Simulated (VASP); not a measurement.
From VASP inputs to Ansatz: NaF (distorted CsCl)

INCAR

```
ISIF = 2
LREAL = .FALSE.
SIGMA = 0.02
NSW = 0
NELM = 120
IBRION = -1
LWAVE = .FALSE.
ENCUT = 520
LCHARG = .FALSE.
GGA = PE
NBANDS = 14
LASPH = .TRUE.
EDIFF = 1E-7
ISMEAR = -1
PREC = Accurate
```

KPOINTS

```
KPOINTS created by Atomic Simulation Environment
0
Gamma
8 8 8
0 0 0
```

POSCAR

```
Na F
 1.0000000000000000
     2.8700000000000001    0.0555000000000000   -0.0342000000000000
     0.0555000000000000    2.8216999999999999   -0.0329000000000000
    -0.0342000000000000   -0.0329000000000000    2.8060999999999998
 Na  F
   1   1
Cartesian
  2.8547300200000003  2.8382126899999998  2.7167741500000000
  1.4860130500000002  1.3301319199999999  1.3700796700000000
```

VASP ran with the recommended PBE PAW datasets (14 valence electrons in the cell).

Translate these files to an Ansatz input.



```yaml
crystal:
  lattice:
    - [2.87, 0.0555, -0.0342]
    - [0.0555, 2.8217, -0.0329]
    - [-0.0342, -0.0329, 2.8061]
  atoms:
    - { symbol: Na, position: [0.9872, 0.998, 0.9919] }
    - { symbol: F, position: [0.5147, 0.4671, 0.5] }
kpoints:
  mp_grid: { grid: [8, 8, 8] }
hamiltonian:
  xc: pbe
scf:
  occupations: { method: fermi_dirac, width: 0.02 }
  n_extra_bands: 4
output:
  forces: true
  stress: true
  eigenvalues: true
```

Other inputs would serve too.

```csv
,VASP,Ansatz
gap between bands v and c on the k mesh,5.81 eV,5.83 eV
least direct gap on the k mesh,6.09 eV,6.11 eV
pressure,2.2 GPa,2.4 GPa
largest force,0.19 eV/Å,0.18 eV/Å
```

The two codes use different PAW datasets and cutoffs. VASP's cell holds 14 valence electrons and Ansatz's 16. Ansatz's stress includes a Pulay correction; VASP's doesn't.
